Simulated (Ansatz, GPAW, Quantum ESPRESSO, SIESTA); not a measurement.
# One calculation of Rh, 5 ways

```xyz
1
Lattice="0.0000 1.8979 1.8979 1.8979 0.0000 1.8979 1.8979 1.8979 0.0000" Properties=species:S:1:pos:R:3 pbc="T T T"
Rh    0.0000    0.0000    0.0000
```

Alike in all runs: task band structure; functional LDA; k mesh 12 × 12 × 12; occupations fermi-dirac, width 0.05 eV; no spin polarisation; no spin-orbit coupling. LDA stands for any of its common fits. Pressure is positive in compression and, in plane waves, holds the error of the finite cutoff.

| program and potentials | plane-wave cutoff (eV) | notes | pressure (GPa) |
| --- | --- | --- | --- |
| SIESTA, files PseudoDojo sr-lda-0.4.1-standard, DZP (energy shift 0.003 Ry; two zetas on semicore shells) | - | atomic basis; 17 valence electrons an atom on average | -5.20 |
| Quantum ESPRESSO, SG15 PBE 1.2 | 952 | potentials made for PBE; 17 valence electrons an atom on average | -11.25 |
| GPAW, the program's PAW data sets (release 1.2.1) made for this functional | 600 | 15 valence electrons an atom on average | -8.44 |
| Ansatz, all-electron LAPW, scalar-relativistic | - | - | -9.88 |
| Quantum ESPRESSO, PseudoDojo 0.4.1 SR LDA standard | 1197 | 17 valence electrons an atom on average | -9.48 |

The pressure spans -11.25 (Quantum ESPRESSO, SG15 PBE 1.2) to -5.20 GPa (SIESTA, files PseudoDojo sr-lda-0.4.1-standard, DZP (energy shift 0.003 Ry; two zetas on semicore shells)), with all-electron results at -9.88. The pressure on the cell as given of SIESTA, files PseudoDojo sr-lda-0.4.1-standard, DZP (energy shift 0.003 Ry; two zetas on semicore shells) lies far from the others; the cause wasn't traced. Rows in atomic bases carry the error of their basis and grid, which can be large.

Differences between rows come from potentials, basis sets and numerical settings, since the functional is the same but for its coding. Runs on potential files found faulty are left out.
